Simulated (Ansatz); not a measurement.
Crystal: CrCuO2.

```
CELL_PARAMETERS angstrom
1.48670 0.85835 5.70000
-1.48670 0.85835 5.70000
0.00000 -1.71669 5.70000
ATOMIC_POSITIONS crystal
Cu 0.00000 0.00000 0.00000
Cr 0.50000 0.50000 0.50000
O 0.89208 0.89208 0.89208
O 0.10792 0.10792 0.10792
```

Program: Ansatz 0.2.0. Alike in all runs: task density of states; potentials or basis all-electron LAPW, scalar-relativistic; spin collinear, ferromagnetic start; cell as given; k mesh 10 × 10 × 10; cutoff (eV) 457; smearing fermi-dirac 0.05 eV; basis error allowed 0.002 eV/atom.

**Question.** Order these runs on this cell by their band gap on the k mesh, lowest first.
A. level PBEsol+U; U Cr d U = 8 eV, Cu d U = 8 eV
B. level PBEsol+U; U Cr d U = 2 eV, Cu d U = 2 eV
C. level PBEsol+U; U Cr d U = 6 eV, Cu d U = 6 eV
D. level PBEsol
E. level PBEsol+U; U Cr d U = 4 eV, Cu d U = 4 eV

**Answer.** D (0.99 eV), B (1.54 eV), E (1.94 eV), C (2.30 eV), A (2.65 eV).

Caveats: only a ferromagnetic start was run, and an antiferromagnetic order may lie lower in energy; the density of states is complete only up to the lowest level of the last band computed; the magnetic state may not be the lowest (some runs); U is the effective U less J, on atomic orbitals that reach past the spheres (some runs).

A k mesh can miss the band edges.
